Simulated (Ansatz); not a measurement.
MnO2:

```
Mn O
1.0
     4.40042    0.00000    0.00000
     0.00000    4.40042    0.00000
     0.00000    0.00000    2.86708
Mn O
2 4
Cartesian
  2.2002 2.2002 1.4335
  0.0000 0.0000 0.0000
  3.5420 0.8585 1.4335
  3.0587 3.0587 0.0000
  0.8585 3.5420 1.4335
  1.3418 1.3418 0.0000
```

The cell is a database's computed one.

| Quantity | Value |
| --- | --- |
| Program | Ansatz 0.2.0 |
| Task | relaxation of cell and atoms |
| Functional | PBEsol |
| Potentials or basis | Ansatz PAW |
| Cutoff | 420 eV (not typed: the program's choice for these potentials) |
| k mesh | 6 × 6 × 9 |
| Occupations | fermi-dirac, width 0.05 eV |
| Spin | collinear spin, ferromagnetic start |
| Starting moments | [4.0, 4.0, 0.0, 0.0, 0.0, 0.0] μB |
| Hubbard terms | Mn d U = 8 eV |

At the start: volume 9.25 Å³/atom.

Q: Where does the relaxation end?

A: It ends after 13 steps and the volume is 10.54 Å³/atom (+13.9 %); space group P4_2/mnm (No. 136, to 0.05 Å); moment 6.00 μB per cell.

The path:
| step | energy change (eV) | largest force (eV/Å) | volume (Å³) |
| --- | --- | --- | --- |
| 1 | 0.0000 | 0.2865 | 55.52 |
| 2 | -0.2201 | 0.3173 | 57.63 |
| 3 | -0.3905 | 0.0545 | 61.80 |
| 4 | -0.3901 | 0.0144 | 62.23 |
| 5 | -0.3903 | 0.0065 | 62.20 |
| 6 | -0.3901 | 0.0003 | 62.24 |
| 7 | -0.4663 | 0.0012 | 62.24 |
| 8 | -0.4682 | 0.0009 | 63.03 |
| 9 | -0.4673 | 0.0012 | 63.21 |
| 10 | -0.4730 | 0.0013 | 63.21 |
| 11 | -0.4729 | 0.0001 | 63.23 |
| 12 | -0.4730 | 0.0002 | 63.23 |
| 13 | -0.4730 | 0.0002 | 63.23 |

Final structure:
```xyz
6
Lattice="4.5195 0.0000 0.0000 0.0000 4.5195 0.0000 0.0000 0.0000 3.0955" Properties=species:S:1:pos:R:3 pbc="T T T"
Mn    2.2598    2.2598    1.5478
Mn    0.0000    0.0000    0.0000
O     3.6419    0.8776    1.5478
O     3.1374    3.1374    0.0000
O     0.8776    3.6419    1.5478
O     1.3821    1.3821    0.0000
```

Caveat: the magnetic or orbital state may not be the lowest; the plane-wave basis is chosen anew once the cell has moved, so the energies of steps on either side of that aren't comparable; the pressure holds a Pulay correction of +0.8 GPa for the finite cutoff; only a ferromagnetic start was run, and an antiferromagnetic order may lie lower in energy; the PAW data sets come from PBE, with cores solved anew for the run's functional, which leaves a small shift of forces and pressure.
